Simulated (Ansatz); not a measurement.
Input:

```
CELL_PARAMETERS angstrom
      0.00000     2.93968     2.93968
      2.93968     0.00000     2.93968
      2.93968     2.93968     0.00000
ATOMIC_POSITIONS crystal
  Sb 0.75000 0.75000 0.75000
  Al 0.00000 0.00000 0.00000
```

No spin polarisation.

Method: PBEsol/PAW in Ansatz (a first-principles code), spin-orbit coupling left out. Settings: 13×13×13 k-points, 0.05 eV Fermi–Dirac smearing.

Task: Predict the smallest direct gap, electron mass, hole mass and band gap.

Result: The smallest direct gap is 2.60 eV and the electron mass comes out as 2.5 mₑ along k, 0.21 mₑ across (at X). The hole mass (degenerate bands, along [100]) is 0.13, 0.31, 0.31 mₑ (at Γ) and the band gap is 0.87 eV.

Spin-orbit coupling, missing from the scalar runs, can matter with Sb. The cells carry an imposed strain or load. Masses are band curvatures over ±0.01 Å⁻¹ around the edge. Along k means along the line from Γ to the band edge. Stability against distortions was not tested. The cell was made from AlSb in the zinc blende structure (space group F-43m, No. 216) by this change: isotropic strain −4.51 %.
